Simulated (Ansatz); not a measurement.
CuCl, DFT, PBE, PAW with Ansatz's default frozen-core files, scalar-relativistic (Ansatz 0.2.0), run on 1 thread of Arm Neoverse V2 on a shared host.

The cell is COD entry 9013925, as deposited and not checked against the literature; nothing was relaxed. The listed cell was then made from it by scaling, straining or moving an atom.

Command: `ansatz run input.yaml --threads 1 --pin off --max-ram 3072MiB --backend cpu --events-out ev --progress --plain --runs-dir out`

```yaml
crystal:
  lattice:
    - [0.0, 2.7457633003, 2.7457633003]
    - [2.7457633003, 0.0, 2.7457633003]
    - [2.7457633003, 2.7457633003, 0.0]
  atoms:
    - { symbol: Cu, position: [0.0, 0.0, 0.0] }
    - { symbol: Cl, position: [0.75, 0.75, 0.75] }
kpoints:
  mp_grid: { grid: [11, 11, 11] }
scf:
  occupations: { method: fermi_dirac, width: 0.03 }
hamiltonian:
  xc: pbe
  pseudopotentials: { kind: paw }
output:
  forces: true
  stress: true
  eigenvalues: true
  efg: { contact_densities: true }
  write_density: true
  write_potential: true
  elf: true
  volumetric_format: npy
```

Q: How large is the problem that the program sets up?

A: 56 irreducible k-points, 869 plane waves at Γ, 17 bands.

Q: About how long does it take, and how much memory does it use?

A: 6 s of wall time for 7 SCF iterations, with a peak of 0.37 GiB. Times on shared machines scatter by tens of per cent.

Q: And the same cell and mesh by crystal-made all-electron datasets, asked for forces, stress, eigenvalues, efg, on the same hardware?

A: 10 s, peak memory 0.52 GiB.
